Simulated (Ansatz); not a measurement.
# KCl under changes of volume

One of the cells (28.294 Å³/atom); the others are scaled copies at fixed shape and fractional positions:

```
K Cl
1.0
     3.83920    0.00000    0.00000
     0.00000    3.83920    0.00000
     0.00000    0.00000    3.83920
K Cl
1 1
Direct
  0.00000 0.00000 0.00000
  0.50000 0.50000 0.50000
```

Measurements of this composition are mostly on another form, of space group No. 225.

```yaml
Program: Ansatz 0.2.0
Functional: PBE
Potentials_or_basis: all-electron LAPW, scalar-relativistic
Cutoff: 136 eV (chosen from the basis error)
Basis_error_allowed: 0.0005 eV/atom
k_mesh: 7 × 7 × 7
Occupations: fermi-dirac, width 0.05 eV
Spin: no spin polarisation
```

| volume (Å³/atom) | energy over the lowest point (meV/atom) | pressure (GPa) | gap on the mesh (eV) |
| --- | --- | --- | --- |
| 26.596 | 6.05 | 1.3 | 5.09 |
| 27.162 | 2.44 | 0.8 | 5.00 |
| 27.728 | ? | ? | ? |
| 28.294 | 0.00 | -0.1 | 4.82 |
| 28.860 | 0.81 | -0.4 | 4.74 |
| 29.426 | 2.79 | -0.7 | 4.66 |
| 29.991 | 5.80 | -1.0 | 4.58 |

Task: What does the run at 27.728 Å³/atom give?

Result: Energy over the lowest point 0.49 meV/atom; pressure 0.3 GPa; gap on the mesh 4.90 eV.

Worked out: A Birch-Murnaghan fit of order 3 (a polynomial in V^(-2/3)) to the other rows has its minimum at 28.21 Å³/atom with B0 = V·E''(V) = 18.7 GPa and B' = 4.8. It gives 0.49 meV/atom at 27.728 Å³/atom, against the run's 0.49, and -dE/dV = 0.3 GPa, against 0.3. A straight line through the other rows of the gap, of slope -4.25 eV per unit of ln V, gives 4.91 eV, against the run's 4.90.

Energies are extrapolated to zero smearing.

Caveats: an odd mesh through Γ misses points on the zone boundary, where band edges often lie.

The runs don't all hold the same shells in valence.
